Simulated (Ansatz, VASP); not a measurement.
# Cross-check of AlGaP2 (generalised stacking fault on (111) (glide set) of a GaP-AlP solid solution) between VASP and Ansatz, part 2 of 2

Wanted: the spread between two codes on one cell, functional and k mesh. The cell is taken from a series of runs on this material, whose earlier steps may have relaxed, scaled, displaced or heated it; both programs get it as it stands.

VASP 6.6.1 and Ansatz 0.2.0.

So far: Starting point; Ansatz: single point, PBE.

### 3. VASP: single point, PBE

Level of this step: PBE; plane waves and PAW (Al, P, Ga_d) (VASP).

The same cell, functional, mesh and smearing now go to VASP, with its own data sets.

Lines of VASP's logs that name or quote its potential files are left out, and so is its time.

Contents of INCAR:

```
SYSTEM = AlGaP2
PREC = Accurate
ENCUT = 500
EDIFF = 1E-06
NELM = 120
ISMEAR = 0
SIGMA = 0.05
LREAL = Auto
ALGO = Normal
GGA = PE
NBANDS = 288
LORBIT = 11
LWAVE = .FALSE.
LCHARG = .FALSE.
ISIF = 2
LASPH = .TRUE.
GGA_COMPAT = .FALSE.
EFERMI = MIDGAP
KPAR = 2
```

Contents of POSCAR:

```
AlGaP2
1.0
    6.6833100000      0.0000000000      0.0000000000
    0.0000000000     11.5758300000      0.0000000000
    1.1139100000      0.0000000000     19.1032600000
Al P Ga
18 36 18
Direct
    0.4964600000      0.1646900000      0.0197000000
    0.3033200000      0.0002600000      0.1853300000
    0.4958400000      0.5002500000      0.0199300000
    0.9978200000      0.3329200000      0.0212000000
    0.6081500000      0.3335400000      0.3498300000
    0.7216100000      0.1657700000      0.6797200000
    0.2204300000      0.9997900000      0.6800100000
    0.8036400000      0.8340000000      0.1855300000
    0.2999400000      0.6665600000      0.1848700000
    0.6124900000      0.6667700000      0.3508800000
    0.4128600000      0.4999700000      0.5159500000
    0.7194100000      0.4990800000      0.6809400000
    0.9141000000      0.3339400000      0.5150200000
    0.2203500000      0.3350300000      0.6796800000
    0.0243000000      0.1675100000      0.8453900000
    0.1051600000      0.8313900000      0.3507900000
    0.4119100000      0.8320700000      0.5154900000
    0.0288000000      0.8348600000      0.8441300000
    0.4792900000      0.1667900000      0.1437800000
    0.7844500000      0.1684100000      0.3094700000
    0.9718900000      0.9999400000      0.1452900000
    0.2809900000      0.9999200000      0.3089700000
    0.5875200000      0.9981900000      0.4750800000
    0.4758100000      0.5001900000      0.1441200000
    0.7819400000      0.4990700000      0.3082100000
    0.9746000000      0.3325000000      0.1441900000
    0.2823700000      0.3330400000      0.3097400000
    0.5905800000      0.3338300000      0.4733500000
    0.0878300000      0.1658900000      0.4731600000
    0.3924800000      0.1671300000      0.6388100000
    0.6974700000      0.1681200000      0.8043200000
    0.8922200000      0.0003800000      0.6379500000
    0.1993900000      0.9996400000      0.8030900000
    0.5056600000      0.9991300000      0.9693000000
    0.4758000000      0.8322700000      0.1445200000
    0.7810000000      0.8336600000      0.3098000000
    0.9763800000      0.6676900000      0.1443800000
    0.2826800000      0.6655200000      0.3099600000
    0.5879700000      0.6669500000      0.4743400000
    0.0879500000      0.4998800000      0.4754500000
    0.3934800000      0.5002400000      0.6390900000
    0.6984700000      0.5003300000      0.8038400000
    0.8942900000      0.3328000000      0.6399800000
    0.2007500000      0.3329500000      0.8058100000
    0.5081900000      0.3320100000      0.9689400000
    0.0044200000      0.1675100000      0.9684800000
    0.0874000000      0.8343300000      0.4735900000
    0.3918600000      0.8338100000      0.6392800000
    0.6973700000      0.8353400000      0.8037500000
    0.8942600000      0.6663100000      0.6391000000
    0.1973700000      0.6661800000      0.8038000000
    0.5061300000      0.6669300000      0.9682500000
    0.0040600000      0.4992200000      0.9710400000
    0.0047100000      0.8330100000      0.9696400000
    0.8010200000      0.1670700000      0.1856700000
    0.9976000000      0.0008600000      0.0202000000
    0.6066300000      0.0005700000      0.3510900000
    0.8006000000      0.4992900000      0.1855400000
    0.3020900000      0.3334600000      0.1851100000
    0.1091500000      0.1651800000      0.3497200000
    0.4118800000      0.1669800000      0.5150500000
    0.9141000000      0.9989800000      0.5155100000
    0.5270300000      0.0002900000      0.8455600000
    0.4963600000      0.8322700000      0.0207500000
    0.9965400000      0.6670800000      0.0211000000
    0.1100000000      0.4993000000      0.3495300000
    0.5247600000      0.3315000000      0.8458100000
    0.7179900000      0.8326200000      0.6808400000
    0.9112600000      0.6674100000      0.5157900000
    0.2216700000      0.6659700000      0.6786500000
    0.5266200000      0.6663400000      0.8450400000
    0.0269800000      0.5002500000      0.8460600000
```

Contents of KPOINTS:

```
Automatic mesh
0
Gamma
2 1 1
0 0 0
```

Potentials, in the order of the species: Al, P and Ga_d (PBE family, release 64).

Started as:

```bash
mpirun -np 8 vasp_std
```

Numbers of over 12 decimals in the logs are rounded to 6 here.

Log:

```text
[banner, memory and clock lines left out]
running    8 mpi-ranks, on    1 nodes
[...]
|                                                                             |
|           W    W    AA    RRRRR   N    N  II  N    N   GGGG   !!!           |
|           W    W   A  A   R    R  NN   N  II  NN   N  G    G  !!!           |
|           W    W  A    A  R    R  N N  N  II  N N  N  G       !!!           |
|           W WW W  AAAAAA  RRRRR   N  N N  II  N  N N  G  GGG   !            |
|           WW  WW  A    A  R   R   N   NN  II  N   NN  G    G                |
|           W    W  A    A  R    R  N    N  II  N    N   GGGG   !!!           |
|                                                                             |
|     For optimal performance we recommend to set                             |
|       NCORE = 2 up to number-of-cores-per-socket                            |
|     NCORE specifies how many cores store one orbital (NPAR=cpu/NCORE).      |
|     This setting can greatly improve the performance of VASP for DFT.       |
|     The default, NCORE=1 might be grossly inefficient on modern             |
|     multi-core architectures or massively parallel machines. Do your        |
|     Unfortunately you need to use the default for GW and RPA                |
|     calculations (for HF NCORE is supported but not extensively tested      |
|     yet).                                                                   |
|                                                                             |

 LDA part: xc-table for (Slater+PW92), standard interpolation
 POSCAR, INCAR and KPOINTS ok, starting setup
[...]
entering main loop
       N       E                     dE             d eps       ncg     rms          rms(c)
DAV:   1     0.505478122135E+04    0.50548E+04   -0.16864E+05  1152   0.188E+03
DAV:   2     0.847860336626E+03   -0.42069E+04   -0.40820E+04  1208   0.519E+02
DAV:   3    -0.223185060563E+03   -0.10710E+04   -0.98382E+03  1488   0.196E+02
DAV:   4    -0.344447868035E+03   -0.12126E+03   -0.11867E+03  1464   0.623E+01
[...]
DAV:  16    -0.340671620160E+03   -0.12475E-04   -0.11616E-04  1280   0.598E-02    0.829E-03
DAV:  17    -0.340671630237E+03   -0.10077E-04   -0.10381E-04  1536   0.334E-02    0.554E-03
DAV:  18    -0.340671630096E+03    0.14142E-06   -0.37958E-06   968   0.114E-02
   1 F= -.34067163E+03 E0= -.34067163E+03  d E =-.545539E-11
```

From OUTCAR (step 3):

```text
 POSITION                                       TOTAL-FORCE (eV/Angst)
 -----------------------------------------------------------------------------------
      3.33994      1.90642      0.37633        -0.003374      0.315062      1.303195
      2.23362      0.00301      3.54041        -0.066863      0.012049     -0.069000
      3.33605      5.79081      0.38073        -0.035697     -0.149549      1.097138
      6.69236      3.85383      0.40499        -0.008381     -0.155771      1.252633
      4.45413      3.86100      6.68289         0.053548      0.014138      0.119553
      5.57989      1.91893     12.98487        -0.214508      0.092769      0.170693
      2.23067     11.57340     12.99041        -0.183028      0.114284     -0.026872
      5.57764      9.65424      3.54423        -0.148797     -0.127270      0.109451
      2.21052      7.71599      3.53162         0.197822     -0.056087      0.242220
      4.48431      7.71842      6.70295        -0.191875     -0.120638     -0.030182
      3.33399      5.78757      9.85633         0.191445     -0.024789     -0.107487
      5.56655      5.77727     13.00817         0.060066      0.093780     -0.055427
      6.68290      3.86563      9.83856         0.098155     -0.180617      0.184198
      2.22977      3.87825     12.98410         0.011684     -0.198905      0.421707
[...]
-----------------------------------------------------------------------------------
    total drift:                                0.002920     -0.000811      0.005971

  FREE ENERGIE OF THE ION-ELECTRON SYSTEM (eV)
  ---------------------------------------------------
  free  energy   TOTEN  =      -340.6716300958 eV

  energy  without entropy=     -340.6716300958  energy(sigma->0) =     -340.67163010

[... 1 further part left out ...]
```

The run ends at a pressure of 3.28 GPa, with forces up to 1.5 eV/Å.

### 4. Side by side

Known differences besides the potentials themselves: the cutoff is 420 eV in Ansatz and 500 eV in VASP (PREC = Accurate, projectors in real space). Total energies have different zeros and are not compared.

The two programs side by side:

```
              quantity  Ansatz   VASP  difference
        pressure (GPa)    3.36   3.28       +0.08
gap on the k mesh (eV)   0.470  0.473      -0.003
```

Forces on 9 of the 72 atoms, those with the largest forces and the largest differences (eV/Å; atoms numbered as in POSCAR):

```
atom         Ansatz x, y, z           VASP x, y, z
 Al1   -0.004, 0.318, 1.313   -0.003, 0.315, 1.303
 Al4  -0.007, -0.158, 1.257  -0.008, -0.156, 1.253
 P34  0.037, -0.433, -1.262  0.040, -0.437, -1.245
 P46  0.052, -0.297, -1.118  0.051, -0.305, -1.109
 P53   0.046, 0.459, -1.381   0.047, 0.461, -1.369
 P54   0.051, 0.174, -1.541   0.056, 0.173, -1.526
Ga56  -0.017, -0.091, 1.283  -0.018, -0.090, 1.263
Ga64   -0.020, 0.061, 1.043   -0.021, 0.059, 1.020
Ga65   0.004, -0.059, 1.130   0.004, -0.057, 1.110
```

The forces differ by 4.5 meV/Å r.m.s., which is 1.4 % of the r.m.s. force of 0.326 eV/Å (both taken over all components). A gap on the mesh is an upper bound, since the band edges may lie between its points.

### 5. Outcome

```json
{
 "r.m.s. force difference (single point, PBE)": "1.4 % of the r.m.s. force"
}
```

In words: The r.m.s. force difference is 1.4 % of the r.m.s. force (single point, PBE), within the 3 % picked in this series as the mark of a large difference. Such differences can come from data sets, numerical settings and the points named under the comparisons, not from the functional's error against experiment.

[Lines on the potential files, build, host, timing and source positions are cut from VASP's logs without a mark.]

[Logs are printed without paths, hosts, clocks, repeated set-up lines and the standing remarks that a program may print on its own settings, such as how far it seeks lower states.]

[Hosts, paths, dates, database ids (printed as entryN), source tags and the programs' standing remarks are cut or masked in the printed files.]
